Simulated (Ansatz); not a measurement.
# A series in volume scale on ZnSe

Periodic Kohn-Sham DFT of a crystal at fixed atoms, scaled to volume_scale times the given cell; pressure positive in compression, energy less spherical unpolarised free atoms, largest_vzz the field gradient of largest size among the nuclei. The results are calculated, by Ansatz 0.2.0.

The cell before it is scaled or strained (space group F-43m, No. 216):
```
CELL_PARAMETERS angstrom
0.00000 2.83380 2.83380
2.83380 0.00000 2.83380
2.83380 2.83380 0.00000
ATOMIC_POSITIONS crystal
Zn 0.00000 0.00000 0.00000
Se 0.75000 0.75000 0.75000
```

Settings of every row: method all-electron PAW; functional PBE; relativity scalar; k mesh 8x8x8; filling fermi-dirac; smearing width 0.03 eV; nucleus gaussian.

Atom start moment: 0 on all atoms.

```
row  volume scale  V (Å³/atom)  pressure (GPa)
  1          0.94       21.391               ?
  2          0.96       21.846           5.068
  3          0.98       22.301           3.515
  4          0.99       22.529           2.798
  5             1       22.757            2.12
  6          1.01       22.984           1.477
  7          1.02       23.212           0.868
  8          1.04       23.667          -0.258
```

Question: what pressure should row 1 give?

Worked fit of pressure. Take u = (V_r/V)^(2/3) − 1 with V_r = 22.757 Å³ an atom, which is twice the finite (Eulerian) strain; such expansions in the strain, on which the Birch-Murnaghan equation of state is built, carry the rest volume and the bulk modulus. The shown rows have u = 0.02761, 0.01359, 0.00674, 0, -0.0066, -0.01311, -0.0258. Least squares give pressure = 2.1189 + 98.945 × u + 274.17 × u² + 389 × u³ GPa; a parabola predicts inner rows, each left out in turn, worse (root mean square 0.0023 against 0.00089 GPa). The rows lie off it by 0.000, 0.000, 0.000, 0.001, -0.001, 0.000, 0.000. The pressure vanishes at u = -0.0228, or V = 23.56 Å³ an atom, and there the bulk modulus at fixed shape and fractions is B = −V dP/dV = (2/3)(1 + u) dP/du = 56.7 GPa. The withheld row has u = 0.04213, so the fit gives 2.1189 + 98.945 × (0.04213) + 274.17 × (0.04213)² + 389 × (0.04213)³ = 6.803 GPa.

The calculation gave 6.8 GPa. The fit lies 0.003 GPa (0.043 % of the column's range) above it; its largest miss of a shown row is 0.001 GPa. This row lies beyond the range of the fit.
